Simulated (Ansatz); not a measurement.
Set up this calculation in Ansatz 0.2.0, as the native input.

- Task: relaxation of cell and atoms
- Functional: PBEsol
- Dispersion: D3(BJ)
- Potentials or basis: Ansatz PAW
- Cutoff: 420 eV (not typed: the program's choice for these potentials)
- k mesh: 7 × 5 × 5
- Occupations: fermi-dirac, width 0.05 eV
- Spin: no spin polarisation

Crystal: BaTiO3.

```
CELL_PARAMETERS angstrom
-2.82767 -1.63255 -2.31773
2.82767 -4.89766 0.00000
-2.82767 -1.63255 4.63546
ATOMIC_POSITIONS crystal
Ba 0.01575 0.99511 0.97326
Ba 0.98425 0.50489 0.52674
Ti 0.50386 0.98954 0.50362
Ti 0.46814 0.51046 0.02438
O 0.53055 0.23162 0.73316
O 0.48625 0.75828 0.23994
O 0.47922 0.75734 0.73348
O 0.53758 0.25276 0.23962
O 0.99089 0.02893 0.47950
O 0.04611 0.47107 0.00370
```

The cell isn't the ideal one: a zone-boundary wave of random shape, sigma 0.1 Å.

One way to write it, as run:

input.yaml

```yaml
crystal:
  lattice:
    - [-2.82766816, -1.63255497, -2.31773161]
    - [2.82766816, -4.89766492, 0.0]
    - [-2.82766816, -1.63255497, 4.63546322]
  atoms:
    - { symbol: Ba, position: [0.01574546, 0.99510673, 0.97325899] }
    - { symbol: Ba, position: [0.98425454, 0.50489327, 0.52674101] }
    - { symbol: Ti, position: [0.50385971, 0.9895382, 0.503622] }
    - { symbol: Ti, position: [0.46814029, 0.5104618, 0.024378] }
    - { symbol: O, position: [0.53055, 0.23162339, 0.73315727] }
    - { symbol: O, position: [0.48625, 0.75827661, 0.23994273] }
    - { symbol: O, position: [0.47921711, 0.75734423, 0.73348461] }
    - { symbol: O, position: [0.53758289, 0.25275577, 0.23961539] }
    - { symbol: O, position: [0.99088784, 0.02893112, 0.47950327] }
    - { symbol: O, position: [0.04611216, 0.47106888, 0.00369673] }
hamiltonian:
  xc: pbesol
  pseudopotentials: { kind: paw }
  dispersion: d3bj
kpoints:
  mp_grid: { grid: [7, 5, 5] }
scf:
  occupations: { method: fermi_dirac, width: 0.05 }
output:
  forces: true
  stress: true
  eigenvalues: true
relax:
  f_tol: 0.01
  max_steps: 40
  cell: { stress_tol: 0.05 }
```

Potentials or basis: Ansatz PAW.

Command:

```console
$ ansatz run input.yaml --threads 4 --pin off --max-ram 11264MiB --backend cpu --events-out ev --progress --plain --runs-dir out
```

Results of the run:

```yaml
Relaxed_volume: 12.35 Å³/atom
Relaxed_cell: a = 3.952 Å, b = 5.587 Å, c = 5.593 Å, α = 90.00°, β = 89.91°, γ = 90.00°
Space_group_after_relaxing_to_0.05_Å: R3m (No. 160)
Energy_gained_by_relaxing: 100.8 meV/atom
Ionic_steps: 9
Pressure_after_relaxing: 0.0 GPa
Band_gap_on_the_k_mesh: 2.14 eV, indirect (least direct gap 2.19 eV)
```

Caveat: odd divisions of the mesh miss points on the zone boundary, where band edges often lie, so the gap on the mesh can be too wide; the plane-wave basis is chosen anew once the cell has moved, so the energies of steps on either side of that aren't comparable; the pressure holds a Pulay correction of +0.6 GPa for the finite cutoff; spin-orbit coupling is left out, which moves the levels of the heavy elements; the PAW data sets come from PBE, with cores solved anew for the run's functional, which leaves a small shift of forces and pressure.

Run time: 2.6 min on 4 threads of Arm Neoverse V2, on a shared host, peak memory 0.77 GiB.
